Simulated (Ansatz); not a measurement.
# CaSe: a single-point run

Aim: a sound single-point run of CaSe. The structure is shown as the input types it. The cell is built on a prototype (zincblende) and needn't be the phase found in nature.

Program: Ansatz 0.2.0. Level of theory: density functional or hybrid calculation with the settings of its input, plane waves (as first typed). These are calculated values, not measurements.

## (1) The system as given

The structure is cubic, space group F-43m (No. 216). Conventional cell: a = 6.559 Å, b = 6.559 Å, c = 6.559 Å, α = 90.00°, β = 90.00°, γ = 90.00°. Ca (site symmetry -43m) is surrounded by 4 Se at 2.84 Å. Se (site symmetry -43m) has 4 Ca at 2.84 Å as nearest neighbours.

As a file:

```cif
data_structure
_symmetry_space_group_name_H-M 'P 1'
_symmetry_Int_Tables_number 1
_cell_length_a 4.6380
_cell_length_b 4.6380
_cell_length_c 4.6380
_cell_angle_alpha 60.000
_cell_angle_beta 60.000
_cell_angle_gamma 60.000
_cell_volume 70.55
loop_
_atom_site_label
_atom_site_type_symbol
_atom_site_fract_x
_atom_site_fract_y
_atom_site_fract_z
_atom_site_occupancy
Ca1 Ca 0.00000 0.00000 0.00000 1
Se1 Se 0.25000 0.25000 0.25000 1
```

## (2) Running it

Contents of input.yaml:

```yaml
crystal:
  lattice:
    - [0.0, 3.2795613712, 3.2795613712]
    - [3.2795613712, 0.0, 3.2795613712]
    - [3.2795613712, 3.2795613712, 0.0]
  atoms:
    - { symbol: Ca, position: [0.0, 0.0, 0.0] }
    - { symbol: Se, position: [0.25, 0.25, 0.25] }
kpoints:
  mp_grid: { grid: [4, 4, 4] }
hamiltonian:
  xc: r2scan
scf:
  occupations: { method: methfessel_paxton, width: 1.5 }
  n_extra_bands: 4
output:
  forces: true
  stress: true
  eigenvalues: true
```

Launch:

```
$ ansatz run input.yaml --threads 4 --pin off --max-ram 3686MiB --backend cpu --events-out ev --progress --plain --runs-dir out
```

What happens when this is run?

This run ends as converged. That alone doesn't make the input a sound one.

In the input, scf.occupations.method is methfessel_paxton; scf.occupations.width is 1.5. The width is far wider than usual, so occupations near the Fermi level are blurred and the entropy term grows.

Run again and compare: delete scf.occupations.width (the default then holds) and set scf.occupations.method to fixed.
